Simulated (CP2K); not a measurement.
# Au (Im-3m) in CP2K: settings compared

Aim: see how the results for Au move with the level of theory and the settings. Levels: PBE, LDA, PBEsol. Tasks: atomic charges.

Program: CP2K 2026.2. These are calculated values, not measurements. Logs are shortened: lines on timing, memory, paths and dates and some standing lists are left out, and cuts for length are marked.

## 1. The crystal as given

Symmetry: Im-3m, No. 229, cubic system. The conventional cell has a = 3.315 Å, b = 3.315 Å, c = 3.315 Å, α = 90.00°, β = 90.00°, γ = 90.00°. Au (site symmetry m-3m) has 8 Au at 2.87 Å as nearest neighbours.

This isn't the form of Au at room conditions, which is fcc.

## 2. Atomic charges, PBE

au_charges.inp

```
&GLOBAL
  PROJECT au_charges
  RUN_TYPE ENERGY_FORCE
  PRINT_LEVEL LOW
&END GLOBAL
&FORCE_EVAL
  METHOD QS
  STRESS_TENSOR ANALYTICAL
  &DFT
    BASIS_SET_FILE_NAME BASIS_MOLOPT_UZH
    POTENTIAL_FILE_NAME POTENTIAL_UZH
    &MGRID
      CUTOFF 700
      REL_CUTOFF 60
      NGRIDS 5
    &END MGRID
    &QS
      METHOD GPW
      EPS_DEFAULT 1.0E-9
    &END QS
    &KPOINTS
      SCHEME MONKHORST-PACK 11 11 11
      GAMMA_CENTERED T
      SYMMETRY T
      SYMMETRY_BACKEND SPGLIB
    &END KPOINTS
    &SCF
      SCF_GUESS ATOMIC
      EPS_SCF 1.0E-6
      MAX_SCF 100
      ADDED_MOS 11
      CHOLESKY OFF
      EPS_EIGVAL 1.0E-7
      &DIAGONALIZATION ON
        ALGORITHM STANDARD
      &END DIAGONALIZATION
      &MIXING ON
        METHOD BROYDEN_MIXING
        ALPHA 0.4
        BETA 1.5
        NBUFFER 8
      &END MIXING
      &SMEAR ON
        METHOD FERMI_DIRAC
        ELECTRONIC_TEMPERATURE 580.23
      &END SMEAR
    &END SCF
    &XC
      &XC_FUNCTIONAL PBE
      &END XC_FUNCTIONAL
    &END XC
    &PRINT
      &KPOINTS ON
      &END KPOINTS
      &MULLIKEN ON
      &END MULLIKEN
      &MO ON
        ENERGIES T
        OCCUPATION_NUMBERS T
        &EACH
          QS_SCF 0
        &END EACH
        ADD_LAST NUMERIC
      &END MO
      &LOWDIN ON
      &END LOWDIN
      &HIRSHFELD ON
        SHAPE_FUNCTION DENSITY
      &END HIRSHFELD
      &VORONOI ON
        VORONOI_RADII COVALENT
      &END VORONOI
    &END PRINT
  &END DFT
  &SUBSYS
    &CELL
      ABC 2.8704741098 2.8704741099 2.8704741098
      ALPHA_BETA_GAMMA 109.4712206344 109.4712206350 109.4712206348
      PERIODIC XYZ
    &END CELL
    &COORD
      SCALED
      Au  0.0000000000 0.0000000000 0.0000000000
    &END COORD
    &KIND Au
      BASIS_SET TZVP-MOLOPT-PBE-GTH-q11
      POTENTIAL GTH-PBE-q11
    &END KIND
    &PRINT
      &ATOMIC_COORDINATES ON
      &END ATOMIC_COORDINATES
      &CELL ON
      &END CELL
    &END PRINT
  &END SUBSYS
  &PRINT
    &FORCES ON
    &END FORCES
    &STRESS_TENSOR ON
    &END STRESS_TENSOR
  &END PRINT
&END FORCE_EVAL
```

Potentials or basis: POTENTIAL_UZH Au GTH-PBE-q11; TZVP-MOLOPT-PBE-GTH basis.

On the command line:

```console
$ OMP_NUM_THREADS=1 cp2k.psmp -i au_charges.inp -o au_charges.out
```

au_charges.out:

```text

 CP2K| version string:                                       CP2K version 2026.2
 CP2K| Input file name                                            au_charges.inp

 GLOBAL| Force Environment number                                              1
 GLOBAL| Basis set file name                                    BASIS_MOLOPT_UZH
 GLOBAL| Potential file name                                       POTENTIAL_UZH
 GLOBAL| MM Potential file name                                     MM_POTENTIAL
 GLOBAL| Coordinate file name                                      __STD_INPUT__
 GLOBAL| Method name                                                        CP2K
 GLOBAL| Project name                                                 au_charges
 GLOBAL| Run type                                                   ENERGY_FORCE
 GLOBAL| FFT library                                                       FFTW3
 GLOBAL| Diagonalization library                                       ScaLAPACK
 GLOBAL| Cholesky decomposition library                                ScaLAPACK
 GLOBAL| DGEMM library                                                      BLAS
 GLOBAL| Direct generalized diagonalization requested                          F
 GLOBAL| Matrix multiplication library                                 ScaLAPACK
 GLOBAL| Global print level                                                  LOW
 GLOBAL| Total number of message passing processes                             1
 GLOBAL| Number of threads for this process                                    1
 GLOBAL| CPU model name                                                  UNKNOWN

 CELL| Volume [angstrom^3]:                                            18.207026
 CELL| Vector a [angstrom]:       2.870     0.000     0.000   |a| =     2.870474
 CELL| Vector b [angstrom]:      -0.957     2.706     0.000   |b| =     2.870474
 CELL| Vector c [angstrom]:      -0.957    -1.353     2.344   |c| =     2.870474
 CELL| Angle (b,c), alpha [degree]:                                   109.471221
 CELL| Angle (a,c), beta  [degree]:                                   109.471221
 CELL| Angle (a,b), gamma [degree]:                                   109.471221
 CELL| Numerically orthorhombic:                                              NO
 CELL| Periodicity                                                           XYZ

 CELL_REF| Volume [angstrom^3]:                                        18.207026
 CELL_REF| Vector a [angstrom     2.870     0.000     0.000   |a| =     2.870474
 CELL_REF| Vector b [angstrom    -0.957     2.706     0.000   |b| =     2.870474
 CELL_REF| Vector c [angstrom    -0.957    -1.353     2.344   |c| =     2.870474
 CELL_REF| Angle (b,c), alpha [degree]:                               109.471221
 CELL_REF| Angle (a,c), beta  [degree]:                               109.471221
 CELL_REF| Angle (a,b), gamma [degree]:                               109.471221
 CELL_REF| Numerically orthorhombic:                                          NO
 CELL_REF| Periodicity                                                       XYZ
[... 9 lines left out ...]
 TOTAL NUMBERS AND MAXIMUM NUMBERS

  Total number of            - Atomic kinds:                                   1
                             - Atoms:                                          1
                             - Shell sets:                                     1
                             - Shells:                                        10
                             - Primitive Cartesian functions:                  6
                             - Cartesian basis functions:                     40
                             - Spherical basis functions:                     34

  Maximum angular momentum of- Orbital basis functions:                        3
                             - Local part of the GTH pseudopotential:          0
                             - Non-local part of the GTH pseudopotential:      4

 MODULE QUICKSTEP: ATOMIC COORDINATES IN ANGSTROM

   Atom Kind Element         X             Y             Z       Z(eff)     Mass
      1    1 Au   79      0.000000      0.000000      0.000000  11.0000 196.9666

 SCF PARAMETERS         Density guess:                                    ATOMIC
                        --------------------------------------------------------
                        max_scf:                                             100
                        max_scf_history:                                       0
                        max_diis:                                              4
[... 5 lines left out ...]
                        --------------------------------------------------------
                        level_shift [a.u.]:                             0.000000
                        added MOs                                        11    0
                        --------------------------------------------------------
                        Mixing method:                            BROYDEN_MIXING
[... 17 lines left out ...]
 BRILLOUIN| Symmetry backend                                             SPGLIB
 BRILLOUIN| Symmetry reduction method                                    SPGLIB
 BRILLOUIN| Wavefunction type                                            COMPLEX
 BRILLOUIN| List of Kpoints [2 Pi/Bohr]                                       56
 BRILLOUIN| Number           Weight            X              Y              Z
 BRILLOUIN|     1           0.00601       -0.45455       -0.45455       -0.45455
 BRILLOUIN|     2           0.01803       -0.45455       -0.45455       -0.36364
 BRILLOUIN|     3           0.01803       -0.45455       -0.45455       -0.27273
 BRILLOUIN|     4           0.01803       -0.45455       -0.45455       -0.18182
 BRILLOUIN|     5           0.01803       -0.45455       -0.45455       -0.09091
 BRILLOUIN|     6           0.00451       -0.45455       -0.45455        0.45455
[... 32 lines left out ...]
 BRILLOUIN|    39           0.03606       -0.36364        0.00000        0.09091
 BRILLOUIN|    40           0.01803       -0.36364        0.00000        0.18182
 [... further k-points ...]
 *******************************************************************************

 Extrapolation method: initial_guess

 Number of electrons:                                                         11
 Number of occupied orbitals:                                                  6
 Number of molecular orbitals:                                                17

 Number of orbital functions:                                                 34
 Number of independent orbital functions:                                     34

 SCF WAVEFUNCTION OPTIMIZATION

  Step     Update method      Time    Convergence         Total energy    Change
  ------------------------------------------------------------------------------
     1 NoMix/Diag. 0.40E+00    8.3     0.21206386       -33.1550050991 -3.32E+01
     2 Broy./Diag. 0.40E+00    5.9     0.08173267       -33.9568610539 -8.02E-01
     3 Broy./Diag. 0.40E+00    5.8     0.08482828       -33.4608827723  4.96E-01
     4 Broy./Diag. 0.40E+00    5.9     0.01955260       -33.1387810149  3.22E-01
     5 Broy./Diag. 0.40E+00    5.9     0.00583007       -33.1331920084  5.59E-03
     6 Broy./Diag. 0.40E+00    5.8     0.00073354       -33.1393523436 -6.16E-03
     7 Broy./Diag. 0.40E+00    5.9     0.00020822       -33.1396121616 -2.60E-04
     8 Broy./Diag. 0.40E+00    5.9     0.00021178       -33.1392244722  3.88E-04
     9 Broy./Diag. 0.40E+00    5.9     0.00001006       -33.1392172312  7.24E-06
    10 Broy./Diag. 0.40E+00    5.9     0.00001474       -33.1392145744  2.66E-06
    11 Broy./Diag. 0.40E+00    5.9     0.00000015       -33.1392126835  1.89E-06

  *** SCF run converged in    11 steps ***

  Electronic density on regular grids:        -10.9999999968        0.0000000032
  Core density on regular grids:               10.9999999829       -0.0000000171
  Total charge density on r-space grids:       -0.0000000139
  Total charge density g-space grids:          -0.0000000139

  Overlap energy of the core charge distribution:               0.00000000746823
  Self energy of the core charge distribution:                -57.78919572466929
  Core Hamiltonian energy:                                     18.38529182077226
  Hartree energy:                                              11.50100275541722
  Exchange-correlation energy:                                 -5.23609362330279
  Electronic entropic energy:                                  -0.00021791916710
  Fermi energy:                                                 0.34205319126060

  Total energy:                                               -33.13921268347677
  Total energy (extrapolated to T->0):                        -33.13910372389322

 MO| EIGENVALUES AND OCCUPATION NUMBERS FOR K POINT 1
 MO|
 MO|  Index      Eigenvalue [a.u.]        Eigenvalue [eV]             Occupation
 MO|      1               0.119847               3.261203               2.000000
 MO|      2               0.119847               3.261205               2.000000
 MO|      3               0.249628               6.792724               2.000000
 MO|      4               0.275733               7.503064               2.000000
 MO|      5               0.275733               7.503069               2.000000
 MO|      6               0.541260              14.728438               0.000000
[... 298 lines left out ...]
 MO|      6               0.432883              11.779348               0.000000
[... 9 lines left out ...]
 MO|     16               1.858453              50.571079               0.000000
 MO|     17               1.912971              52.054586               0.000000
 MO| Sum:                                                              10.000000
 MO| E(Fermi):            0.342053 a.u.          9.307741 eV

 [... the levels of further k-points ...]

 !-----------------------------------------------------------------------------!
                     Mulliken Population Analysis

 #  Atom  Element  Kind  Atomic population                           Net charge
       1     Au       1         11.000000                             -0.000000
 # Total charge                             11.000000                 -0.000000

 !-----------------------------------------------------------------------------!

 !-----------------------------------------------------------------------------!
                           Hirshfeld Charges

  #Atom  Element  Kind  Ref Charge     Population                    Net charge
      1       Au     1      11.000         11.000                        -0.000

  Total Charge                                                           -0.000
 !-----------------------------------------------------------------------------!

 VORONOI| Collecting electron density from MPI ranks and sending to library...
 VORONOI| Voronoi integration finished.

 LOWDIN POPULATION ANALYSIS

 #  Atom  Element  Kind  Atomic population                           Net charge
       1     Au       1         11.000000                             -0.000000
 # Total charge                             11.000000                 -0.000000

 ENERGY| Total FORCE_EVAL ( QS ) energy [hartree]            -33.139212646367973

 FORCES| Atomic forces [hartree/bohr]
 FORCES|   Atom     x               y               z               |f|
 FORCES|      1  2.09256908E-15 -6.63650243E-15 -1.31716511E-14   1.48967917E-14
 FORCES| Sum     2.09256908E-15 -6.63650243E-15 -1.31716511E-14
 FORCES| Total atomic force                                       1.48967917E-14

 STRESS| Analytical stress tensor [bar]
 STRESS|                        x                   y                   z
 STRESS|      x        3.00080531921E+04  -2.25646368352E-01   8.28275540627E-01
 STRESS|      y       -2.25646368352E-01   3.00145305997E+04   1.13126696183E+00
 STRESS|      z        8.28275540627E-01   1.13126696183E+00   3.00126036079E+04
 STRESS| 1/3 Trace                                             3.00117291332E+04
 STRESS| Determinant                                           2.70316806503E+13

 STRESS| Eigenvectors and eigenvalues of the analytical stress tensor [bar]
 STRESS|                        1                   2                   3
 STRESS| Eigenvalues   3.00078797834E+04   3.00122515483E+04   3.00150560680E+04
 STRESS|      x           0.980111662253      0.197326308106      0.021058434038
 STRESS|      y           0.065137399108     -0.420128545025      0.905123817438
 STRESS|      z          -0.187451990527      0.885750717631      0.424626209110
```

Wall time 81 s (1 thread of Arm Neoverse V2, shared host); peak memory 0.3 GiB.

Results:

```yaml
Free_energy: -901.7638 eV
Pressure: 3.0 GPa
Band_gap_on_the_k_mesh: none (metal or under the smearing width)
```

Levels at points of the mesh, in eV from the Fermi level:
| k point | band 1 | band 2 | band 3 | band 4 | band 5 | band 6 | band 7 | band 8 | band 9 | band 10 |
| --- | --- | --- | --- | --- | --- | --- | --- | --- | --- | --- |
| (0.00, 0.00, 0.00) | -9.17 | -4.48 | -4.48 | -4.48 | -2.75 | -2.75 | 19.19 | 19.19 | 19.19 | 23.13 |

Caveat: the basis of atomic orbitals isn't converged, which shifts pressures, moduli and gaps. Spin-orbit coupling is left out, which matters for the levels of Au.

## 3. Atomic charges, LDA

au_charges.inp: that of step 2 with these lines changed.

```diff
@@ -48,3 +48,7 @@
     &XC
-      &XC_FUNCTIONAL PBE
+      &XC_FUNCTIONAL
+        &LDA_X
+        &END LDA_X
+        &LDA_C_PW
+        &END LDA_C_PW
       &END XC_FUNCTIONAL
```

Potentials or basis: POTENTIAL_UZH Au GTH-PBE-q11; TZVP-MOLOPT-PBE-GTH basis.

On the command line:

```console
$ OMP_NUM_THREADS=1 cp2k.psmp -i au_charges.inp -o au_charges.out
```

It took 81 s on 1 thread of Arm Neoverse V2, shared host; peak memory 0.3 GiB.

The run converged. Its results:

- Free energy: -900.2019 eV
- Pressure: -6.2 GPa
- Band gap on the k mesh: none (metal or under the smearing width)

Levels at points of the mesh, in eV from the Fermi level:
| k point | band 2 | band 3 | band 4 | band 5 | band 6 | band 7 | band 8 | band 9 |
| --- | --- | --- | --- | --- | --- | --- | --- | --- |
| (0.00, 0.00, 0.00) | -4.41 | -4.41 | -4.41 | -2.63 | -2.63 | 19.08 | 19.08 | 19.08 |

Caveat: the potentials were made for another functional, which shifts forces and pressure; the basis of atomic orbitals isn't converged, which shifts pressures, moduli and gaps. The run has no spin-orbit coupling, so splittings on Au are missing.

(Part 1 of 2 ends here.)
